Results and discussion

The naive picture is that PBE shrinks every band gap by about the same fraction, so that one factor would repair the whole set. Five of the ten rows obey it: for Si, InP, GaAs and both CdS forms the computed gap is 0.50 to 0.63 of the measured one. The other five leave the pattern, in both directions and for different reasons.

Kohn-Sham band gaps of ten semiconductor crystals, computed with OpenMX 3.8.5 and PBE in the given, unrelaxed cells, without spin polarisation or spin-orbit coupling. Each computed gap is the smallest found on the listed Γ-centred k-mesh, direct or indirect, and 0 means no gap there. Fermi-Dirac smearing is 0.05 eV wide.

```
formula  space group  volume of the given cell (Å³/atom)  potentials or basis  k-mesh  computed band gap (eV)  measured band gap (eV)  range of the values found (eV)                                                                                                                 what was measured, and how                         source  computed less measured (eV)
   TePb        Fm-3m                               33.73  OpenMX 2013 PBE set   7x7x7                   0.959                     0.2                    0.19 to 0.32                                                                    band gap at L from dI/dV; scanning tunneling spectroscopy; bulk crystal        arXiv:2304.02844 (2023)                         0.76
   InAs        F-43m                               27.49  OpenMX 2013 PBE set   9x9x9                       0                   0.414                   0.414 to 0.42                                                                              direct gap from band-to-band PL peak; photoluminescence; film             pmc:6881312 (2019)                        -0.41
   GaSb        F-43m                               28.62  OpenMX 2013 PBE set   9x9x9                       0                   0.812                   0.68 to 0.813  direct gap at T -> 0 K, Eg(0) from Varshni fit to temperature-dependent PL (eq. 3); temperature-dependent photoluminescence; bulk crystal  arXiv:cond-mat/0204296 (2002)                        -0.81
     Si        Fd-3m                               20.16  OpenMX 2013 PBE set   9x9x9                   0.694                    1.11                   1.1 to 1.1692                                                    indirect band gap at room temperature, quoted from a textbook; not stated; bulk crystal        arXiv:1709.02567 (2017)                        -0.42
    InP        F-43m                               25.17  OpenMX 2013 PBE set   9x9x9                   0.869                    1.42                       one value                                                experimental band gap used for comparison with the calculated gap; not stated; bulk crystal  arXiv:cond-mat/0006134 (2000)                        -0.55
   GaAs        F-43m                               22.59  OpenMX 2013 PBE set   9x9x9                   0.704                    1.42                   1.412 to 1.52                         band-edge photoluminescence emission energy of the GaAs substrate; time-integrated photoluminescence; bulk crystal         arXiv:1409.8467 (2014)                        -0.72
   CdTe        F-43m                               32.92  OpenMX 2013 PBE set   7x7x7                   1.207                     1.5                   1.44 to 1.592                                                                                     optical gap from Tauc plot; optical spectroscopy; film         arXiv:1103.4539 (2011)                        -0.29
   CdSe        F-43m                               28.94  OpenMX 2013 PBE set   9x9x9                   0.699                    1.81                       one value                          direct optical gap from Kubelka-Munk plot of [F(R)hv]^2 against photon energy; UV-vis diffuse reflectance; powder             pmc:3637069 (2013)                        -1.11
CdS (1)        F-43m                               24.81  OpenMX 2013 PBE set   9x9x9                   1.303                    2.42                       one value                                optical gap from inflexion point of photoacoustic spectrum, as-grown film; photoacoustic spectroscopy; film  arXiv:cond-mat/9501125 (1995)                        -1.12
CdS (2)       P6_3mc                               25.12  OpenMX 2013 PBE set   7x7x5                   1.348                  2.5809                2.5809 to 2.5963                                                    A gap, Gamma7c-Gamma9v, natural isotopic composition; exciton reflectance; bulk crystal         arXiv:0807.2152 (2008)                        -1.23
```

Theory argues for a shortfall that grows with the gap. Adding an electron and removing one costs the Kohn-Sham gap plus a jump in the exchange-correlation potential, and PBE has no such jump. The lost energy is a Coulomb self-energy screened by the crystal, roughly A/ε, with ε the optical dielectric constant. It vanishes in the metallic limit of perfect screening and is largest in a wide-gap ionic solid. If ε were inversely proportional to the gap, the shortfall would be a fixed share of it:

E(computed) = s × E(measured)

Least squares through the origin on seven rows (all but TePb, InAs and GaSb) gives s = 0.545 with an rms residual of 0.19 eV. CdTe and CdSe carry most of that: refitted without them, s hardly moves and the rms drops to 0.07 eV. This is comparable to the spread among measurements of one crystal, which also hold temperature and exciton effects. The two CdS rows are near duplicates, so the smooth set is small. They were measured by different methods, so their measured difference cannot be read as a pure polytype effect.

The proportional rule must fail in the limit of a small gap. Screening is set by the average bonding-antibonding separation over the whole zone, not by the narrow minimum at Γ, so ε stays finite while that minimum shrinks. The shortfall then keeps its size and can swallow the gap. Spin-orbit coupling, left out of these runs, acts the other way: it would lift the valence top by a third of its splitting Δ₀, so runs without it show a gap wider by Δ₀/3. The two effects add:

E(computed) = E(measured) − A/ε + Δ₀/3

With rough recalled values of ε and Δ₀, least squares on the same seven rows gives A = 6.33 eV and an rms of 0.175 eV, barely better than the single factor. A is therefore a descriptive constant. Outside the fit, the model has one success, InAs (ε about 12, Δ₀ about 0.38 eV):

0.414 − 6.33/12 + 0.38/3 = 0.414 − 0.528 + 0.127 = 0.013 eV

Within the rms of the fit this is a closed gap, as computed, whereas the proportional rule keeps 0.23 eV open. A computed zero is a cut-off, however, so the errors listed for InAs and GaSb are just the measured gaps with a minus sign and do not rank the functional. For the same reason a constant shift of 0.78 eV, the mean shortfall of the seven rows, comes close to both zeros although it fits the open rows worst. A narrow direct gap at Γ is at risk of closing in PBE without the crystal being a metal.

GaSb is a break that screening leaves standing: the model gives 0.61 eV and the run gives zero. The smearing entropy of the run also speaks against a gap as wide as the proportional rule predicts. A model of four levels at Γ reproduces that entropy for GaAs within a few per cent, and for GaSb the run has 11 times what a gap of 0.44 eV would give, close to the value for touching bands. For InAs even touching bands at Γ give only two thirds of the run's entropy, so the model rules out a wide gap but cannot tell a very narrow one from an overlap. The choice of measurement matters little here: the values found for GaSb differ by only 0.13 eV, and the one used, for T → 0, is the proper partner of a run with fixed atoms. GaAs also falls below the screening model, so a conduction edge of gallium s character lying too low is a possible common cause, but an untested one.

TePb is the only row with a computed gap above the measured one, 0.85 eV over the proportional line, and the settings are at fault before the functional. The measured gap lies at L, half-way along a reciprocal vector, and a Γ-centred mesh of seven divisions has no point there. The nearest point is a seventh of Γ–L away, so 0.959 eV is an upper bound for this run; with light carriers the excess is probably of the order of a tenth of an eV, an estimate and not a result of the run. Most of the rest is expected to come from the missing spin-orbit coupling, not sized here, which strongly lowers the lead 6p conduction state at L.

The cadmium pair breaks the order itself. CdTe is measured 0.31 eV below CdSe and computed 0.51 eV above it, an excess of 0.68 eV over the proportional difference. The measured CdSe gap is a single value from a powder, so the size of this excess is less certain than the reversal. The heavier anion has the larger Δ₀, and the Δ₀/3 terms differ by about 0.16 eV, a quarter of the excess. The small error of CdTe is thus flattered by the absence of spin-orbit coupling, yet most of the reversal has another origin.

Three candidates can be named, none of them tested. The potentials differ: that of tellurium treats its 4d shell as valence, while that of selenium leaves its 3d shell in the core. The cells are unrelaxed, with CdTe under 5.5 GPa and CdSe under 2.2 GPa, and compression widens the direct gap of these two compounds, which is the right direction. Such a pressure shows a cell smaller than PBE would choose, however, not necessarily smaller than that of the measured crystal. Finally, the cadmium 4d bands of CdSe lie roughly 7 to 8 eV below the valence top, shallower than photoemission places them, and shallow d states push that top upward. Theory suggests a weaker push in the longer bond to tellurium, which would also favour CdTe. Zinc-blende CdS weighs against this as the main cause: its bond is shorter than that of CdSe, so the push should be stronger, yet it lies close to the proportional line. Its pressure of 4.1 GPa falls between those of the pair, and so does its residual. That hints at the cells, but the pattern does not carry over to the gallium compounds: GaAs and GaSb, under 7.2 and 5.8 GPa, are more compressed than CdTe and yet fall below the proportional line.

A single factor is therefore no repair for a single compound. Dividing the seven fitted gaps by s still misses the measured values by 0.35 eV rms, and rescaling a zero returns zero. The breaks show what to check before blaming the functional: whether the mesh holds the k-point of the band edge, whether spin-orbit coupling is included for heavy elements, and whether the cell is that of the measured crystal.
